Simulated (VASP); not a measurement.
Here is a VASP 6.6.1 calculation.

The input INCAR:

```
PREC     = Accurate       # precision mode
ENCUT    = 600            # plane-wave cutoff, eV
EDIFF    = 1E-6           # SCF threshold, eV
ISMEAR   = -1             # smearing method
SIGMA    = 0.05           # smearing width, eV
LREAL    = F              # projectors in reciprocal space
LASPH    = T              # aspherical terms in the spheres
NELM     = 80             # most SCF steps
ALGO     = Normal         # electronic algorithm
ISIF     = 3              # what is computed and relaxed
LWAVE    = F              # write WAVECAR
LCHARG   = F              # write CHGCAR
GGA      = MK             # functional
LUSE_VDW = T            
AGGAC    = 0.0          
PARAM1   = 0.1234       
PARAM2   = 0.711357     
ZAB_VDW  = -1.8867      
IBRION   = 2              # ionic algorithm
NSW      = 60             # ionic steps
EDIFFG   = -0.02          # ionic threshold
```

File KPOINTS:

```
Automatic mesh
0
Gamma
  6 6 3
```

File POSCAR:

```
MgS
1.0
    4.0346224068      0.0000000000      0.0000000000
   -2.0173112034      3.4940854990      0.0000000000
    0.0000000000      0.0000000000      6.4322941800
S Mg
2 2
Direct
    0.6666666667      0.3333333333      0.8792441500
    0.3333333333      0.6666666667      0.3792441500
    0.3333333333      0.6666666667      0.9957548500
    0.6666666667      0.3333333333      0.4957548500
```

Potentials or basis: VASP PAW PBE potentials, release 64 (S, Mg).

Launch:

```sh
$ cat potpaw_PBE.64/S/POTCAR potpaw_PBE.64/Mg/POTCAR > POTCAR
$ mpirun -np 1 vasp_std > vasp.out
```

Question: Estimate the relaxed cell.

Answer: a = 4.041 Å, b = 4.041 Å, c = 6.434 Å, α = 90.00°, β = 90.00°, γ = 120.00°.

Question: Estimate the band gap on the k mesh.

Answer: 3.35 eV, direct.

Question: Predict the space group after relaxing (to 0.05 Å).

Answer: P6_3mc (No. 186).

Stress tensor (GPa, compression positive):
```
-0.13  0.00  0.00
 0.00 -0.13  0.00
 0.00  0.00  0.07
```

Caveat: the PAW data sets were made with another functional, which shifts forces and pressure a little.
